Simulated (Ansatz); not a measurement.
A 2-atom cell of CaO from a published structure, relaxed with r2SCAN, was run in the PAW code Ansatz under altered settings. All numbers are computed, without spin polarisation but where a row says otherwise.

```yaml
crystal:
  lattice:
    - [0.00000, 2.39755, 2.39755]
    - [2.39755, 0.00000, 2.39755]
    - [2.39755, 2.39755, 0.00000]
  atoms:
    - { symbol: Ca, position: [0.00000, 0.00000, 0.00000] }
    - { symbol: O, position: [0.50000, 0.50000, 0.50000] }
```

The base run's other keys:
```yaml
kpoints:
  mp_grid: { grid: [4, 4, 4] }
hamiltonian:
  xc: hse06
scf:
  occupations: { method: fixed }
  n_extra_bands: 4
```

It takes 12 iterations with 537 plane waves at 420 eV and 8 k points, and leaves a mean stress of +0.24 GPa. The gap over this mesh is 5.311 eV. It ran on 4 threads of Arm Neoverse N1, on a shared host.

Outcomes, with energy and stress as changes against the base:
```
                                    setting    outcome  ΔF (meV/atom)  Δ mean stress (GPa)  gap on the mesh (eV)  iterations  wall time
           scf.exx.singularity: regularized  converged           -0.9                  0.0                 5.312          12      3.4 s
   PBE hybrid, exx coeff 1.0, omega 0.3 1/Å  converged              –                 -6.5                 9.694          21      4.3 s
PBE hybrid, exx coeff 0.4, omega 0.2078 1/Å  converged              –                 -1.3                 6.359          12      3.5 s
  PBE hybrid, exx coeff 0.35, omega 0.5 1/Å  converged              –                 -0.5                 5.048          12      3.5 s
                 hamiltonian.dispersion: d4  converged           -153                 -2.0                 5.311          12      3.5 s
```
A dash marks a value that wasn't obtained or can't be compared. Stress is positive in compression. The base took 3.4 s.

- PBE hybrid, exx coeff 1.0, omega 0.3 1/Å. That is 100 % exact exchange, screened with ω = 0.3 1/Å, against HSE06's 25 % screened at 0.208 1/Å. The mean stress moves by -6.5 GPa and the gap on the mesh by +4.382 eV (to 9.694). Totals of different functionals aren't comparable.
- PBE hybrid, exx coeff 0.4, omega 0.2078 1/Å. That is 40 % exact exchange, screened with ω = 0.2078 1/Å, against HSE06's 25 % screened at 0.208 1/Å. The mean stress moves by -1.3 GPa and the gap on the mesh by +1.048 eV (to 6.359). Totals of different functionals aren't comparable.
- PBE hybrid, exx coeff 0.35, omega 0.5 1/Å. That is 35 % exact exchange, screened with ω = 0.5 1/Å, against HSE06's 25 % screened at 0.208 1/Å. The mean stress moves by -0.5 GPa and the gap on the mesh by -0.263 eV (to 5.048). Totals of different functionals aren't comparable.
- hamiltonian.dispersion: d4. The free energy moves by -153 meV an atom, the mean stress by -2.0 GPa and the gap on the mesh by 0.000 eV (to 5.311). D4, pair terms with charge-dependent coefficients and a three-body term, adds to energy, forces and stress after the SCF and leaves the bands alone.

Within 1 meV an atom, 0.1 GPa and 0.005 eV of the base stay: scf.exx.singularity: regularized.

The stress of a hybrid is loosely converged in these runs.

The meshes of the hybrids are coarse, so their gaps aren't converged to the digits shown.
